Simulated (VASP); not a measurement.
# Si under biaxial strain in the (001) plane, part 2 of 2

How do the elastic response and the band edges of Si follow biaxial strain in the (001) plane?

VASP 6.6.1, plane waves and PAW; the level of theory is named at each step.

So far. Step 5 (Band edges, r2SCAN with spin-orbit coupling): The run ends at a pressure of -3.64 GPa.

**6. All members**

LASPH is off in runs at PBE and on in runs at TB-mBJ and r2SCAN.

The other members went through these steps as far as the tables show, with the same cutoff and, step by step, the same mesh; 31 runs are not shown. The session took 2.8 core hours (wall time by ranks) on a shared machine.

```csv
in-plane strain (%),strain along the normal (%),"in-plane stress, tension positive (GPa)",energy above the unstrained row (meV/atom),"gap on the mesh, PBE (eV)"
-2.000,1.482,-3.576,8.945,0.384
-1.500,1.114,-2.643,4.995,0.444
-1.000,0.750,-1.733,2.208,0.502
-0.500,0.375,-0.857,0.552,0.560
0,0.000,-0.006,0.000,0.618
0.500,-0.368,0.823,0.519,0.537
1.000,-0.740,1.624,2.079,0.457
1.500,-1.113,2.401,4.653,0.379
2.000,-1.487,3.153,8.209,0.301
```

Slopes at zero strain, from cubics through all rows: strain ratio -0.744, stress over strain 168 GPa. For a cubic crystal strained in (001) the ratio is −2C₁₂/C₁₁.

Band edges at TB-mBJ with spin-orbit coupling, counted from the valence-band top at Γ, spin-orbit pairs averaged, with one row partly withheld:

| in-plane strain (%) | gap (eV) | conduction band at Γ (eV) | Δ or X valley along z (eV) | Δ or X valley along x (eV) | lowest conduction level at L, [111] (eV) | lowest conduction level at L, [-111] (eV) | second valence level below the top (eV) | third valence level below the top (eV) |
| --- | --- | --- | --- | --- | --- | --- | --- | --- |
| -2.000 | 1.038 | 3.044 | 1.349 | 1.036 | 2.074 | 2.074 | 0.029 | 0.301 |
| -1.500 | 1.101 | 3.073 | 1.333 | 1.099 | 2.100 | 2.100 | 0.028 | 0.228 |
| -1.000 | 1.163 | 3.102 | 1.317 | 1.161 | 2.118 | 2.118 | 0.027 | 0.158 |
| -0.500 | 1.223 | 3.130 | 1.299 | 1.221 | 2.128 | 2.128 | 0.023 | 0.091 |
| 0 | 1.283 | 3.154 | 1.281 | 1.281 | 2.132 | 2.132 | 0.000 | 0.045 |
| 0.500 | ? | 3.108 | ? | 1.283 | 2.073 | 2.073 | 0.056 | 0.092 |
| 1.000 | 1.127 | 3.046 | 1.124 | 1.277 | 2.003 | 2.003 | 0.119 | 0.152 |
| 1.500 | 1.045 | 2.981 | 1.041 | 1.271 | 1.927 | 1.927 | 0.181 | 0.214 |
| 2.000 | 0.963 | 2.916 | 0.959 | 1.265 | 1.849 | 1.849 | 0.243 | 0.274 |

Conduction masses, in electron masses:

```
in-plane strain (%)  Δz mass, longitudinal  Δz mass, transverse, at 0.85 of Γ–X  L [111] mass, longitudinal  L [111] mass, transverse along [1-10]
             -2.000                  0.980                                0.208                       1.795                                  0.185
             -1.500                  0.973                                0.210                       1.799                                  0.173
             -1.000                  0.962                                0.211                       1.824                                  0.163
             -0.500                  0.956                                0.214                       1.820                                  0.155
                  0                  0.949                                0.215                       1.812                                  0.148
              0.500                  0.941                                0.218                       1.824                                  0.143
              1.000                  0.935                                0.220                       1.794                                  0.138
              1.500                  0.926                                0.220                       1.789                                  0.134
              2.000                  0.918                                0.222                       1.753                                  0.131
```

Band edges at r2SCAN with spin-orbit coupling, counted from the valence-band top at Γ, spin-orbit pairs averaged:

```csv
in-plane strain (%),gap (eV),conduction band at Γ (eV),Δ or X valley along z (eV),Δ or X valley along x (eV),"lowest conduction level at L, [111] (eV)","lowest conduction level at L, [-111] (eV)",second valence level below the top (eV),third valence level below the top (eV)
-2.000,0.549,2.599,0.877,0.548,1.737,1.737,0.029,0.292
-1.500,0.611,2.628,0.857,0.610,1.763,1.763,0.028,0.222
-1.000,0.672,2.657,0.836,0.671,1.780,1.780,0.027,0.154
-0.500,0.733,2.686,0.814,0.732,1.788,1.788,0.023,0.090
0,0.793,2.710,0.792,0.792,1.790,1.790,0.000,0.046
0.500,0.717,2.666,0.715,0.796,1.730,1.730,0.054,0.090
1.000,0.634,2.604,0.632,0.795,1.658,1.658,0.114,0.148
1.500,0.551,2.540,0.549,0.792,1.581,1.581,0.174,0.207
2.000,0.469,2.476,0.466,0.790,1.501,1.501,0.233,0.265
```

Conduction masses, in electron masses:

```
in-plane strain (%)  Δz mass, longitudinal  Δz mass, transverse, at 0.85 of Γ–X  L [111] mass, longitudinal  L [111] mass, transverse along [1-10]
             -2.000                  0.958                                0.188                       1.745                                  0.166
             -1.500                  0.947                                0.189                       1.804                                  0.155
             -1.000                  0.940                                0.190                       1.805                                  0.144
             -0.500                  0.930                                0.192                       1.812                                  0.136
                  0                  0.924                                0.193                       1.841                                  0.130
              0.500                  0.916                                0.194                       1.810                                  0.124
              1.000                  0.906                                0.196                       1.796                                  0.120
              1.500                  0.900                                0.197                       1.759                                  0.116
              2.000                  0.891                                0.199                       1.713                                  0.113
```

**7. A fit to the known rows**

The quantity to fit is the splitting of the Δ or X valleys (z less x) at TB-mBJ with spin-orbit coupling: 0.312, 0.234, 0.156, 0.078, 0.000, -0.154, -0.230, -0.307 eV in the rows shown.

Fitting a parabola to the 8 known rows (d: strain along the axis less the strain across it, in %) gives E = 2.39e-4 d² + 0.08876 d − 1.37e-5 in eV; the residuals are 6.3e-5 eV r.m.s.

For the withheld row, d = -0.8676, the fit gives -0.0768 eV.

**8. The withheld row**

The calculation gives -0.0768 eV, so the prediction is right to the last digit shown.

The splitting is Ξu times d, with d as a fraction, so the linear term gives Ξu = 8.9 eV.

**9. Results**

```yaml
ratio_of_normal_to_in_plane_strain: -0.744
biaxial_modulus: 168 GPa
gap_of_the_unstrained_cell_tb_mbj_with_spin_orbit_coupling: 1.28 eV
gap_of_the_unstrained_cell_r2scan_with_spin_orbit_coupling: 0.79 eV
shear_deformation_potential_u_of_the_delta_or_x_valleys: 8.9 eV
error_of_the_predicted_row: 0.0 meV
```

What this shows: As a check, the curvature of the energy gives 168 GPa for the same modulus (energy per volume = M × strain²), 0 % from the slope of the stress. At TB-mBJ with spin-orbit coupling the lowest conduction valley is Δ or X throughout, and the gap runs between 0.96 and 1.28 eV. At r2SCAN with spin-orbit coupling the lowest conduction valley is Δ or X throughout, and the gap runs between 0.47 and 0.79 eV. Hole masses are left out throughout, since the top bands are degenerate or cross in many series; of conduction masses, those of the Γ, L and (for Si and Ge under (001) strain) Δ valleys are kept where they change by under an eighth between rows. A measured gap of unstrained Si is 1.1 eV (arxiv:1111.5263, band gap, quoted experimental value, temperature not given); the static gaps here belong to the lattice relaxed at PBE. TB-mBJ is a potential fitted for gaps; it has no energy functional, so its total energies and forces mean nothing, and its bands tend to come out too narrow. r2SCAN opens gaps somewhat over GGA but leaves them below measured values as a rule. Δ or X levels are the lowest on their line, refined by a parabola unless they lie at X; the gap is read from all points sampled and can differ from the lowest valley by some meV, or by tens of meV where strain moves the valence top off Γ. Temperature, zero-point motion and excitons are left out.

[Lines on the potential files, build, host, timing and source positions are cut from VASP's logs without a mark.]

[Logs are printed without paths, hosts, clocks, repeated set-up lines and the standing remarks that a program may print on its own settings, such as how far it seeks lower states.]

[Hosts, paths, dates, database ids (printed as entryN), source tags and the programs' standing remarks are cut or masked in the printed files.]

[In band tables of VASP the shares of atoms and orbitals are scaled to a sum of 1 inside the atoms' spheres.]
